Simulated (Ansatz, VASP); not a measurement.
One calculation of Cr, two programs

The input INCAR:

```
SYSTEM = Cr
ALGO     = Normal         ! electronic algorithm
EDIFF    = 1E-7           ! SCF threshold, eV
ENCUT    = 520            ! plane-wave cutoff, eV
GGA      = RP             ! functional
ISIF     = 2              ! what is computed and relaxed
ISMEAR   = -1             ! smearing method
LASPH    = .TRUE.         ! aspherical terms in the spheres
LCHARG   = .TRUE.         ! write CHGCAR
LELF     = .TRUE.         ! ELF
LREAL    = .FALSE.        ! projectors in reciprocal space
LVHAR    = .TRUE.       
LWAVE    = .FALSE.        ! write WAVECAR
NBANDS   = 19             ! bands
NELM     = 100            ! most SCF steps
PREC     = Accurate       ! precision mode
SIGMA    = 0.1            ! smearing width, eV
```

Contents of KPOINTS:

```
k-points
0
G
  16 16 8
  0 0 0
```

Contents of POSCAR:

```
Cr
1.0
    2.6034163211      0.0000000000      0.0000000000
   -1.3017081605      2.2546246707      0.0000000000
    0.0000000000      0.0000000000      4.6506281916
Cr
2
Direct
    0.3333333333      0.6666666667      0.2500000000
    0.6666666667      0.3333333333      0.7500000000
```

Input for Ansatz:

```yaml
crystal:
  lattice:
    - [2.6034163211, 0.0, 0.0]
    - [-1.3017081605, 2.2546246707, 0.0]
    - [0.0, 0.0, 4.6506281916]
  atoms:
    - { symbol: Cr, position: [0.3333333333, 0.6666666667, 0.25] }
    - { symbol: Cr, position: [0.6666666667, 0.3333333333, 0.75] }
hamiltonian:
  xc: rpbe
  pseudopotentials:
    kind: paw
    azcp:
      Cr: "pseudopotentials/Cr.paw.azcp"
basis:
  ecutwfc: 420
  fft_grid_basis: typed
kpoints:
  mp_grid: { grid: [16, 16, 8], shift: [0, 0, 0] }
magnetization:
  spin_polarized: false
scf:
  occupations: { method: fermi_dirac, width: 0.1 }
  lower_state_search: "off"
output:
  stress: true
```

Alike in both runs: task single point; functional RPBE; k mesh 16 × 16 × 8; occupations fermi-dirac, width 0.1 eV; no spin polarisation.

```csv
,VASP,Ansatz
version,VASP 6.6.1,Ansatz 0.2.0
potentials or method,"VASP PAW PBE potentials, release 64 (Cr_pv)","plane waves (420 eV) with PAW, scalar-relativistic"
plane-wave cutoff (eV),520,420
valence electrons in the cell,24,28
```

VASP gave:

- pressure (GPa): -19.8
- largest component of the traceless stress (GPa): 1.46

Task: What did Ansatz give for the same quantities?

Result: Pressure (GPa): -19.6; largest component of the traceless stress (GPa): 1.40.

The functional is the same, so the differences come from potentials, cutoffs and numerics. The two sets of potentials don't hold the same shells in valence.

Caveats: so large a pressure means that the cell lies far from this level's equilibrium, or that cutoff or potentials fall short (VASP); the potentials were made for another functional, which shifts forces and pressure (VASP); the run has no spin polarisation, though such a crystal can be magnetic. Spin polarisation is off, so any magnetic state and its effect on volume and gap are missing.
